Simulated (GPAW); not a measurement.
# Tl (P6_3/mmc) in GPAW: convergence with density grid spacing (A)

Aim: find how far density grid spacing (A) must go before the results for Tl settle, at PBE. This setting moves, with any that are tied to it; all else stays.

All numbers are computed with GPAW 26.7.0; they aren't measurements. Logs are shortened: lines on timing, memory, paths and dates and some standing lists are left out, and cuts for length are marked. The log counts tension as positive stress, the text compression.

## Step 1: The structure

Symmetry: P6_3/mmc, No. 194, hexagonal system. Conventional cell: a = 3.456 Å, b = 3.456 Å, c = 5.525 Å, α = 90.00°, β = 90.00°, γ = 120.00°. Around Tl (site symmetry -6m2) lie 12 Tl at 3.41 to 3.46 Å.

## Step 2: With density grid spacing (A) 0.24

Contents of run.py:

```python
from ase.dft.bandgap import bandgap
from ase.io import read, write
from ase.units import GPa
from gpaw import GPAW, PW

atoms = read('POSCAR')

calc = GPAW(mode=PW(600),
            h=0.24,
            xc='PBE',
            kpts={'size': (7, 7, 4), 'gamma': True},
            occupations={'name': 'fermi-dirac', 'width': 0.05},
            nbands=23,
            convergence={'density': 1e-05, 'energy': 1e-05},
            maxiter=100,
            txt='gpaw.txt')
atoms.calc = calc
energy = atoms.get_potential_energy()
forces = atoms.get_forces()
stress = atoms.get_stress()
calc.write('gs.gpw')
write('result.traj', atoms)
print(f'Energy: {energy:.6f} eV')
print('Forces (eV/A):')
print(forces.round(4))
print('Stress (GPa):', (stress / GPa).round(3))
print('Fermi level:', round(calc.get_fermi_level(), 4), 'eV')
print(f'Gap: {bandgap(calc)[0]:.4f} eV, direct: {bandgap(calc, direct=True)[0]:.4f} eV')
```

Contents of POSCAR:

```
Tl
1.0
    3.4560000000      0.0000000000      0.0000000000
   -1.7280000000      2.9929837955      0.0000000000
    0.0000000000      0.0000000000      5.5250000000
Tl
2
Direct
    0.6666666667      0.3333333333      0.7500000000
    0.3333333333      0.6666666667      0.2500000000
```

Potentials or basis: GPAW PAW data sets (gpaw-data 1.2.1), pw.

On the command line:

```sh
OMP_NUM_THREADS=1 python run.py
```

Run time: 11 s. Hardware: 1 thread of Arm Neoverse V2, shared host; peak memory 0.16 GiB.

Results:

```yaml
Free_energy: -4.9260 eV
Pressure: 3.0 GPa
Band_gap_on_the_k_mesh: none (metal or under the smearing width)
```

## Step 3: With density grid spacing (A) 0.2

Changes to run.py since step 2:

```diff
@@ -8,3 +8,3 @@
 calc = GPAW(mode=PW(600),
-            h=0.24,
+            h=0.2,
             xc='PBE',
```

POSCAR is that of step 2.

Potentials or basis: GPAW PAW data sets (gpaw-data 1.2.1), pw.

On the command line:

```sh
OMP_NUM_THREADS=1 python run.py
```

It took 14 s on 1 thread of Arm Neoverse V2, shared host; peak memory 0.16 GiB.

What came out:

```
Free energy            : -4.9229 eV
Pressure               : 3.0 GPa
Band gap on the k mesh : none (metal or under the smearing width)
```

## Step 4: With density grid spacing (A) 0.17

Changes to run.py since step 3:

```diff
@@ -8,3 +8,3 @@
 calc = GPAW(mode=PW(600),
-            h=0.2,
+            h=0.17,
             xc='PBE',
```

POSCAR is that of step 3.

On the command line:

```sh
OMP_NUM_THREADS=1 python run.py
```

Wall time 20 s (1 thread of Arm Neoverse V2, shared host); peak memory 0.17 GiB.

Results:

- Free energy: -4.9225 eV
- Pressure: 2.9 GPa
- Band gap on the k mesh: none (metal or under the smearing width)

## Step 5: With density grid spacing (A) 0.15

Changes to run.py since step 4:

```diff
@@ -8,3 +8,3 @@
 calc = GPAW(mode=PW(600),
-            h=0.17,
+            h=0.15,
             xc='PBE',
```

POSCAR is that of step 4.

On the command line:

```sh
OMP_NUM_THREADS=1 python run.py
```

It took 22 s on 1 thread of Arm Neoverse V2, shared host; peak memory 0.18 GiB.

The run converged. Its results:

| Property | Result |
| --- | --- |
| Free energy | -4.9223 eV |
| Pressure | 2.9 GPa |
| Band gap on the k mesh | none (metal or under the smearing width) |

## Step 6: With density grid spacing (A) 0.13

Changes to run.py since step 5:

```diff
@@ -8,3 +8,3 @@
 calc = GPAW(mode=PW(600),
-            h=0.15,
+            h=0.13,
             xc='PBE',
```

POSCAR is that of step 5.

Potentials or basis: GPAW PAW data sets (gpaw-data 1.2.1), pw.

On the command line:

```sh
OMP_NUM_THREADS=1 python run.py
```

Run time: 32 s. Hardware: 1 thread of Arm Neoverse V2, shared host; peak memory 0.19 GiB.

It converged, with:

- Free energy: -4.9223 eV
- Pressure: 2.9 GPa
- Band gap on the k mesh: none (metal or under the smearing width)

## Step 7: With density grid spacing (A) 0.11

Changes to run.py since step 6:

```diff
@@ -8,3 +8,3 @@
 calc = GPAW(mode=PW(600),
-            h=0.13,
+            h=0.11,
             xc='PBE',
```

POSCAR is that of step 6.

On the command line:

```sh
OMP_NUM_THREADS=1 python run.py
```

Run time: 37 s. Hardware: 1 thread of Arm Neoverse V2, shared host; peak memory 0.24 GiB.

Results (log left out):

- Free energy: -4.9222 eV
- Pressure: 2.9 GPa
- Band gap on the k mesh: none (metal or under the smearing width)

## Step 8: With density grid spacing (A) 0.09

Changes to run.py since step 7:

```diff
@@ -8,3 +8,3 @@
 calc = GPAW(mode=PW(600),
-            h=0.11,
+            h=0.09,
             xc='PBE',
```

POSCAR is that of step 7.

Potentials or basis: GPAW PAW data sets (gpaw-data 1.2.1), pw.

On the command line:

```sh
OMP_NUM_THREADS=1 python run.py
```

gpaw.txt:

```text
__  _  _
 | _ |_)|_||  |
 |__||  | ||/\| - 26.7.0

Input parameters:
  mode=PW(ecut=600.0),
  convergence={'density': 1e-05, 'energy': 1e-05},
  h=0.09,
  kpts=MonkhorstPack(size=(7, 7, 4), gamma=True),
  maxiter=100,
  nbands=23,
  occupations=Occupations(name='fermi-dirac', width=0.05),
  xc=XC(name='PBE')

Diagonalizing LCAO Hamiltonian
Converting LCAO to pw mode

           Tl

        Tl

Atoms  # Å, Bohr magnetons
|   | symbol |         x |        y |        z |    initial magnetic moments |
|---|--------|-----------|----------|----------|-----------------------------|
| 0 |     Tl |  1.728000 | 0.997661 | 4.143750 | ( 0.0000,  0.0000,  0.0000) |
| 1 |     Tl | -0.000000 | 1.995323 | 1.381250 | ( 0.0000,  0.0000,  0.0000) |

Unit cell  # Å
| periodic |         x |        y |        z |  lengths |     angles |
|----------|-----------|----------|----------|----------|------------|
|      yes |  3.456000 | 0.000000 | 0.000000 | 3.456000 |  90.000000 |
|      yes | -1.728000 | 2.992984 | 0.000000 | 3.456000 |  90.000000 |
|      yes |  0.000000 | 0.000000 | 5.525000 | 5.525000 | 120.000000 |

Number of symmetries: 12
Symmetry operations  # r_c * U_cc + t_c -> r_c
|    | kind |            matrix            |
|----|------|------------------------------|
|  0 |  σ   |  1, 1, 0,  0,-1, 0,  0, 0, 1 |
|  1 |  S6  |  1, 1, 0, -1, 0, 0,  0, 0,-1 |
|  2 |  E   |  1, 0, 0,  0, 1, 0,  0, 0, 1 |
|  3 |  C2  |  1, 0, 0, -1,-1, 0,  0, 0,-1 |
|  4 |  C2  |  0, 1, 0,  1, 0, 0,  0, 0,-1 |
|  5 |  C3  |  0, 1, 0, -1,-1, 0,  0, 0, 1 |
|  6 |  S6  |  0,-1, 0,  1, 1, 0,  0, 0,-1 |
|  7 |  σ   |  0,-1, 0, -1, 0, 0,  0, 0, 1 |
|  8 |  σ   | -1, 0, 0,  1, 1, 0,  0, 0, 1 |
|  9 |  i   | -1, 0, 0,  0,-1, 0,  0, 0,-1 |
| 10 |  C3  | -1,-1, 0,  1, 0, 0,  0, 0, 1 |
| 11 |  C2  | -1,-1, 0,  0, 1, 0,  0, 0,-1 |

BZ-sampling:
  Number of BZ points: 196
  Number of IBZ points: 28

  Monkhorst-Pack size: [7, 7, 4]
  Monkhorst-Pack shift: [0.0, 0.0, 0.125]

K-points  # in reciprocal-cell coordinates
|     |                                coordinates |     weight |
|-----|--------------------------------------------|------------|
|   0 | (  0.00000000,   0.00000000,   0.00000000) | 0.00510204 |
|   1 | (  0.00000000,   0.00000000,   0.25000000) | 0.01020408 |
|   2 | (  0.00000000,   0.00000000,   0.50000000) | 0.00510204 |
|   3 | (  0.14285714,   0.00000000,  -0.25000000) | 0.03061224 |
|   4 | (  0.14285714,   0.00000000,   0.00000000) | 0.03061224 |
|   5 | (  0.14285714,   0.00000000,   0.25000000) | 0.03061224 |
|   6 | (  0.14285714,   0.00000000,   0.50000000) | 0.03061224 |
|   7 | (  0.28571429,  -0.14285714,   0.00000000) | 0.03061224 |
|   8 | (  0.28571429,  -0.14285714,   0.25000000) | 0.06122449 |
|   9 | (  0.28571429,  -0.14285714,   0.50000000) | 0.03061224 |
| ... |                                            |            |
|  27 | (  0.42857143,   0.42857143,   0.50000000) | 0.03061224 |

Plane wave coefficients: 1918
Cutoff: 600.0 eV

Spin-components: 1 (collinear spins)
Bands:           23
Projectors:      12
Spin-degeneracy: 2
Datatype:        complex128

Parallelization:
  kpt:    1
  domain: 1
  band:   1

Density:
  Valence electrons: 26.0
  Components: 1
  Grid points: [40 40 63]
  Charge: 0.0  # |e|

Potential:
  Grid points: [40 40 63]

species:
  Tl:
    name:    Thallium
    Z:       81.0
    valence: 13
    core:    68
    charge:  0.0  # [|e|]
    compensation charges:
      type: gauss
      rc: 0.38  # [Å]
      lmax: 2
    cutoffs:
      filter: 2.11  # [Å]
      core: 2.55  # [Å]
    projectors
    | kind |    occ | energy [eV] | rcut [Å] |
    |------|--------|-------------|----------|
    |   6s |  2.000 |      -9.493 |    1.212 |
    |   6p |  1.000 |      -2.379 |    1.270 |
    |   5d | 10.000 |     -15.517 |    1.191 |
    |    s |        |      17.718 |    1.212 |
    |    p |        |      24.832 |    1.270 |
    |    d |        |      11.695 |    1.191 |

    Using partial waves for Tl as LCAO basis

Reference energy: -1100089.960543  # eV

eigensolver:
  PPCG
  Converge bands: occupied
  niter=2

density mixing:
  MSR1-Mixer
  Pratt-step length: 0.05
  Maximum mixing coefficient: 0.75
  Old densities: 10
  SVD Regularization: 0.005
  Good broyden scale: 1.0
  Trust region scale: 1.0
  Backstep threshold: 4.0
  History deletion threshold: 6.0
  Fourier metric: weight=20.0, sigma=0.015

occupation numbers:
  Fermi-Dirac:
    width: 0.0500  # eV

poisson solver:
  ecut: 4800.0  # eV

xc functional:
  name: PBE with 2 nearest neighbor stencil

convergence criteria:
- Maximum integral of absolute [dens]ity change: 1e-05 electrons / valence electron
- Maximum [total energy] change in last 3 cyles: 1e-05 eV / valence electron
- Maximum integral of absolute [eigenst]ate change: 4e-08 eV^2 / valence electron
maximum number of iterations: 100

SCF iterations
|iter     | |      energy | eigst |  dens |
|---------|-|-------------|-------|-------|
|iter:   1| |   -4.988072 | -0.39 |       |
|iter:   2| |   -4.976928 | -2.49 | -1.58 |
|iter:   3| |   -4.913000 | -2.22 | -1.62 |
|iter:   4| |   -4.913843 | -3.38 | -2.15 |
|iter:   5| |   -4.914506 | -4.07 | -2.49 |
|iter:   6| |   -4.914517 | -5.78 | -3.90 |
|iter:   7| |   -4.914518c| -6.75 | -4.09 |
|iter:   8| |   -4.914519c| -6.88 | -4.39 |
|iter:   9| |   -4.914518c| -7.60c| -5.28c|

Converged in 9 steps
Energy contributions relative to reference atoms: (reference = -1100089.960543)

Energy contributions:
  Kinetic:          10.795787
  Coulomb:          -9.614662
  Zero:              0.163228
  External:          0.000000
  Xc:               -6.251238
  Entropy:          -0.015267
  Spinorbit:         0.000000
  ----------------------------
  Free energy:      -4.922152
  Extrapolated:     -4.914518

dipole moment: (0.000001, 0.000003, 0.000005)  # |e|*Ang

Fermi level: 7.296
Eigenvalues  # (at kpt = [0.000, 0.000, 0.000])
| band index |      eig [eV] | occ [0-2] |
|------------|---------------|-----------|
|          0 |        -4.537 |     2.000 |
|        ... |               |           |
|          5 |        -4.219 |     2.000 |
|          6 |        -4.175 |     2.000 |
|          7 |        -4.175 |     2.000 |
|          8 |        -3.836 |     2.000 |
|          9 |        -3.836 |     2.000 |
|         10 |        -2.736 |     2.000 |
[... 8 lines left out ...]
|         19 |        18.146 |     0.000 |
|         20 |        20.294 |     0.000 |
|        ... |               |           |
|         22 |        22.058 |     0.000 |

No gap
No difference between direct/indirect transitions

Forces  # eV/Ang
|       x |        y |        z |
|---------|----------|----------|
| 0.00000 | -0.00000 | -0.00003 |  # Tl   0
| 0.00000 |  0.00000 |  0.00003 |  # Tl   1

Stress tensor  # eV/Ang^3
|         x |         y |         z |
|-----------|-----------|-----------|
| -0.015549 |  0.000000 |  0.000000 |
|  0.000000 | -0.015549 |  0.000000 |
|  0.000000 |  0.000000 | -0.024068 |

# Writing to gs.gpw (mode='')
```

stdout:

```text
Energy: -4.914518 eV
Forces (eV/A):
[[ 0. -0. -0.]
 [ 0.  0.  0.]]
Stress (GPa): [-2.491 -2.491 -3.856  0.     0.     0.   ]
Fermi level: 7.2957 eV
Gap: 0.0000 eV, direct: 0.0000 eV
```

Wall time 85 s (1 thread of Arm Neoverse V2, shared host); peak memory 0.33 GiB.

Results:

| Item | Value |
| --- | --- |
| Free energy | -4.9222 eV |
| Pressure | 2.9 GPa |
| Band gap on the k mesh | none (metal or under the smearing width) |

## Step 9: Summary

```
density grid spacing (A)  energy less the tightest run, at zero smearing (meV/atom)  pressure (GPa)  SCF cycles  CPU time (s)  peak memory (GiB)
                    0.24                                                      -1.92            2.99           9            11               0.16
                     0.2                                                      -0.36            2.95           9            14               0.16
                    0.17                                                      -0.17            2.95           9            20               0.17
                    0.15                                                      -0.10            2.95           9            22               0.18
                    0.13                                                      -0.06            2.95           9            32               0.19
                    0.11                                                      -0.02            2.95           9            37               0.24
                    0.09                                                       0.00            2.95           9            85               0.33
```

Against the tightest run, the energy stays within 1 meV/atom from 0.2 on; the pressure stays within 0.1 GPa from 0.24 on. The tightest run that finished is the yardstick and may itself not be fully converged.
